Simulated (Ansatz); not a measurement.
**BaSnO3: pressure series**

The parent structure is BaSnO$_{3}$ in the cubic perovskite structure (space group Pm-3m, No. 221; a = 4.131 Å).

Cell and atoms are relaxed at each pressure.

Levels (all Ansatz, a quantum-chemistry and plane-wave program, PAW): r2SCAN (500 eV, without spin-orbit coupling); HSE06 (420 eV, no spin-orbit coupling).

| pressure (GPa) | band gap, r2SCAN (eV) | band gap, HSE06 (eV) |
|---|---|---|
| -2 | 1.40 | 2.33 |
| -1 | 1.48 | 2.42 |
| 0 | 1.56 | 2.51 |
| 1.8 | ? | ? |
| 4.2 | 1.90 | 2.86 |
| 9 | 2.24 | 3.22 |
| 18 | 2.83 | 3.83 |

Q: Fit E_g = E₀ + αP + βP² to the rows shown and predict the withheld row.

A: Least squares on the printed values gives 

- r2SCAN: E₀ = 1.56 eV, α = 81.1 meV/GPa, β = -0.60 meV/GPa² (largest residual 0.01 eV); this predicts 1.71 eV, and the run gives 1.71 eV, in agreement
- HSE06: E₀ = 2.51 eV, α = 85.9 meV/GPa, β = -0.69 meV/GPa² (largest residual 0.00 eV); this predicts 2.66 eV, and the run gives 2.66 eV, in agreement.

Single points use the geometry relaxed with r2SCAN. The hybrid gap comes from the SCF mesh plus the semilocal run's edge points and a few special points and is an upper bound. Load acts through the strain it causes; cell and atoms are relaxed under it. No phonon test of stability was made. Competing high-pressure phases were not computed.
